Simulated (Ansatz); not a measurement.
**BP: electrons, doping and thermopower**

Plane-wave DFT in Ansatz, PBE, scalar-relativistic PAW potentials, cutoff 420 eV, no spin-orbit coupling; no spin polarisation. BP in space group F-43m. Boltzmann transport at 300 K in rigid bands with one relaxation time, bands interpolated from the k mesh 10×10×10; values are means over x, y, z.

| electrons (cm⁻³) | size of S (μV/K) | σ/τ (Ω⁻¹ m⁻¹ s⁻¹) |
| --- | --- | --- |
| 10^18 | 533.8 | 8.46e+16 |
| 10^19 | ? | 8.44e+17 |
| 10^20 | 155.2 | 8.21e+18 |
| 10^21 | 41.0 | 6.76e+19 |

Take the lowest doping as non-degenerate: get the effective density of states and the masses, and predict the missing S.

For parabolic bands and one τ, |S| = (k_B/e)(5/2 − η) with k_B/e = 86.17 μV/K and n = N e^η. The first row gives η = -3.69, N = 4.02×10¹⁹ cm⁻³ and, from N = 2.509×10¹⁹ cm⁻³ × m_d^(3/2), a density-of-states mass of 1.37 mₑ (all valleys and bands together). σ/τ = ne²/m_c gives a conductivity mass of 0.33 mₑ; m_d is 4.1 times m_c, the sign of several valleys, several bands or anisotropy. A decade of doping costs (k_B/e) ln 10 = 198.4 μV/K, which predicts 335 μV/K; the run gave 337.2. There η is about -1.4, where Fermi statistics begin to count, but their first corrections to η and to the mean carrier energy nearly cancel, so the rule still holds. At 10^21 cm⁻³ the rule would give -61 μV/K against 41.0: the gas is degenerate there. Scattering that depends on energy changes the 5/2, and whether such doping can be reached wasn't computed.

Cost: about 1.6 core-minutes for the runs cited, on Arm Neoverse V1 (shared hosts).

The thermopower falls as electrons are added because the Fermi level climbs towards and then into the conduction band, so the mean energy carried per electron, measured from that level, shrinks. The gap between the two masses fits the known band structure of BP, whose conduction minima lie along Γ–X as in silicon. Equivalent valleys add to the density of states without making each electron heavier in transport, and they probably account for most of the ratio, with the anisotropy of each valley supplying the rest.

σ/τ grows almost in proportion to the electron count up to 10^20 cm⁻³, but clearly more slowly by 10^21 cm⁻³. Degeneracy alone would not cause this in a parabolic band, so it suggests that filling reaches heavier, non-parabolic states or a further band. Among the dopings listed, S²σ/τ is largest at 10^20 cm⁻³, where rising conductivity still outweighs the loss of thermopower. That does not make BP a good thermoelectric, since its light atoms and stiff covalent bonds conduct heat very well.
